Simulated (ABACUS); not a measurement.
Ni, 1 atom in the cell. The typed cell holds 1 atom: a = 2.493 Å, b = 2.466 Å, c = 2.452 Å, α = 60.12°, β = 59.03°, γ = 58.81°.  The cell isn't the ideal one: cell strained at random at fixed volume.

```yaml
Program: ABACUS 3.10.1
Task: single point
Functional: PBE
Potentials_or_basis: PseudoDojo NC SR 0.4.1 PBE standard
Cutoff: 1361 eV
Density_cutoff: 5442 eV
Basis: DZP LCAO (the cutoffs set its grid)
k_mesh: 13 × 13 × 13
Occupations: fermi-dirac, width 0.05 eV
Spin: collinear spin, ferromagnetic start
Starting_moments: "[1.0] μB"
Orbital_files: Ni Ni_confined-atom_7au_3s2p2d1f.orb
Radial_cutoff_of_the_potentials_pseudo_rcut: 10 bohr
SCF_threshold_on_the_density: 1e-07
Max_SCF_steps: 100
Eigensolver: genelpa
Mixing: broyden
Mixing_share: 0.4
Symmetry_key: 1
```

Potentials or basis: PseudoDojo NC SR 0.4.1 PBE standard, DZP LCAO (the cutoffs set its grid).

The run is started by

```sh
$ OMP_NUM_THREADS=1 mpirun -np 4 abacus > log
```

Hardware: 4 MPI ranks on AMD EPYC 7B13 (Zen 3) (shared host).

**Question.** How long does it take, and how much memory?

**Answer.** Wall time 45 s on 4 MPI ranks on AMD EPYC 7B13 (Zen 3), with other jobs on the host, peak memory 0.72 GiB a rank. Counts: scf iterations 13, k points 1099, bands 14, basis 26, ranks 4.
